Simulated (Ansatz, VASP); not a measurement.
## Tl in VASP and in Ansatz

```
Tl
1.0
    -1.57894    1.57894    1.57894
     1.57894   -1.57894    1.57894
     1.57894    1.57894   -1.57894
Tl
1
Cartesian
  0.0000 0.0000 0.0000
```

Change from the starting cell: volume scaled by 0.5, LAPW.

Alike in both runs: task single point; functional PBE; k mesh 15 × 15 × 15; occupations fermi-dirac, width 0.08 eV; no spin polarisation.

```csv
,VASP,Ansatz
version,VASP 6.6.1,Ansatz 0.2.0
potentials or method,"VASP PAW PBE potentials, release 64 (Tl_d), cutoff 520 eV","all-electron LAPW, scalar-relativistic"
```

Ansatz gave:

- pressure (GPa): 121.4

Question: Estimate VASP's values.

Answer: Pressure (GPa): 121.5.

Ansatz ran all-electron here, so the differences hold the error of VASP's frozen core and of both bases.

Caveats: the cell as given lies far from equilibrium; so large a pressure means that the cell lies far from this level's equilibrium, or that cutoff or potentials fall short (VASP). The runs have no spin-orbit coupling, so splittings on Tl are missing.
